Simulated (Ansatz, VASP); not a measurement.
# Two plane-wave programs on Ge

```
Ge
1.0
     1.52199   -2.65387    0.00000
     1.52199    2.65387    0.00000
     0.00000    0.00000    4.83543
Ge
2
Cartesian
  1.5220 -0.8840 1.2089
  1.5220 0.8840 3.6266
```

Alike in both runs: task single point; functional PBE; k mesh 6 × 6 × 4; occupations gaussian, width 0.1 eV; no spin polarisation.

|  | VASP | Ansatz |
| --- | --- | --- |
| version | VASP 6.6.1 | Ansatz 0.2.0 |
| potentials or method | VASP PAW PBE potentials, release 64 (Ge_d) | scalar-relativistic, plane waves, PAW |
| plane-wave cutoff (eV) | 520 | 420 |
| valence electrons in the cell | 28 | 28 |

Ansatz gave:

* gap on the k mesh at the Fermi level (eV): none
* pressure (GPa): -1.4
* largest component of the traceless stress (GPa): 3.26
* rms of the force components (eV/Å): 0.004

Question: What did VASP give for the same quantities?

Answer: gap on the k mesh at the Fermi level (eV): none; pressure (GPa): -1.4; largest component of the traceless stress (GPa): 3.27; rms of the force components (eV/Å): 0.004.

Atom by atom the forces differ by 0.000 eV/Å (rms over components). A gap of «none» marks a metal or a gap that the smearing closes.

Caveats: the k mesh is coarse (spacing up to 0.40 Å⁻¹), so the values aren't converged.
